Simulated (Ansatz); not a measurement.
# AlN: the cost of one run

Method: DFT PBE, scalar-relativistic, plane waves, PAW, in Ansatz 0.2.0.

4 further runs of the same task are left out: 4 set aside as unsound or not needed.

**1. Starting point**

The cell holds 36 atoms (Al17GeN18): a = 7.387 Å, b = 7.387 Å, c = 7.387 Å, α = 78.93°, β = 78.93°, γ = 78.93°.

The coordinates of this cell stand in the input of its own run.

The host was relaxed before at PBE: a = 3.130 Å, b = 3.130 Å, c = 5.018 Å, α = 90.00°, β = 90.00°, γ = 120.00° (conventional cell), 10.645 Å³/atom.

Places, in fractions of the supercell: Ge in place of Al at (0.278, 0.278, 0.945). The start keeps the symmetry of the ideal site.

**2. Band edges of the host over the zone**

The input, input.yaml:

```yaml
crystal:
  lattice:
    - [3.1302036258, 0.0, 0.0]
    - [-1.5651018129, 2.710835859, 0.0]
    - [0.0, 0.0, 5.0180193796]
  atoms:
    - { symbol: Al, position: [0.6666666667, 0.3333333333, 0.4992349487] }
    - { symbol: Al, position: [0.3333333333, 0.6666666667, 0.9992349487] }
    - { symbol: "N", position: [0.6666666667, 0.3333333333, 0.8807650513] }
    - { symbol: "N", position: [0.3333333333, 0.6666666667, 0.3807650513] }
basis:
  ecutwfc: 420
  xc_grid: 2
kpoints:
  mp_grid: { grid: [9, 9, 4] }
  band_path: { path: [VBM, CBM], npoints: 2 }
hamiltonian:
  xc: pbe
scf:
  occupations: { method: gaussian, width: 0.02 }
output:
  forces: true
  stress: true
  eigenvalues: true
```

The run is started by

```sh
$ ansatz run input.yaml --threads 8 --pin off --max-ram 16384MiB --backend cpu --events-out ev --progress --plain --runs-dir out
```

**Question.** How long does this run take on 8 threads of Arm Neoverse V1, shared host, and how much memory does it need?

About 1.1 s, with a peak of 0.34 GiB.
